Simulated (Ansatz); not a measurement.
## Eu in Ansatz: the effect of target pressure

The system is Eu.

```
CELL_PARAMETERS angstrom
-2.30300 2.30300 2.30300
2.30300 -2.30300 2.30300
2.30300 2.30300 -2.30300
ATOMIC_POSITIONS crystal
Eu 0.00000 0.00000 0.00000
```

Alike in all runs:

| Item | Value |
| --- | --- |
| Program | Ansatz 0.2.0 |
| Task | relaxation of cell and atoms |
| Functional | r2SCAN |
| Potentials or basis | Ansatz PAW |
| Cutoff | 500 eV (not typed: the program's choice for these potentials) |
| k mesh | 8 × 8 × 8 |
| Occupations | fermi-dirac, width 0.05 eV |
| Spin | collinear spin, ferromagnetic start |
| Starting moments | [7.0] μB |

Each run relaxes the cell or the atoms first.

One run gave: relaxed volume 23.63 Å³/atom; moment 7.53 μB. Which target pressure did it use?
A. 20 GPa
B. 30 GPa
C. 2 GPa
D. 10 GPa
E. 0 GPa

A.

| target pressure | relaxed volume (Å³/atom) | moment (μB) |
| --- | --- | --- |
| 0 GPa | 44.11 | 7.82 |
| 2 GPa | 38.91 | 7.93 |
| 5 GPa | 34.09 | 7.85 |
| 10 GPa | 29.04 | 7.91 |
| 20 GPa | 23.63 | 7.53 |
| 30 GPa | 20.97 | 7.56 |

Caveats: the magnetic or orbital state may not be the lowest; the plane-wave basis is chosen anew once the cell has moved, so the energies of steps on either side of that aren't comparable; the PAW data sets come from PBE, with cores solved anew for the run's functional, which leaves a small shift of forces and pressure; the volume moved by over 15 % at a fixed basis, so the end points are rough (some runs).
